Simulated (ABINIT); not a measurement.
NbP:

```
Nb P
1.0
    -1.67492    1.67492    5.74011
     1.67492   -1.67492    5.74011
     1.67492    1.67492   -5.74011
Nb P
2 2
Cartesian
  1.6749 0.0000 2.8687
  0.0000 0.0000 5.7387
  0.0000 1.6749 3.8200
  0.0000 0.0000 0.9500
```

The cell is a database's computed one.

Base run:

| Property | Result |
| --- | --- |
| Program | ABINIT 10.8.3 (patched build) |
| Functional | PBE |
| Potentials or basis | JTH PAW PBE v2.0 |
| Cutoff | 544 eV |
| k mesh | 9 × 9 × 9 |
| Occupations | fermi-dirac, width 0.05 eV |
| Spin | no spin polarisation |

Its results: band gap on the k mesh none (metal or under the smearing width); pressure -1.4 GPa; largest force 0.010 eV/Å.

Problem. The run is repeated on the same cell with these changes: k mesh from 9 × 9 × 9 to 4 × 4 × 4. What comes out?

Solution. Band gap on the k mesh none (metal or under the smearing width); pressure -0.9 GPa; largest force 0.014 eV/Å.

Caveats: some runs use coarse meshes.

Not every run made on this cell is shown here.
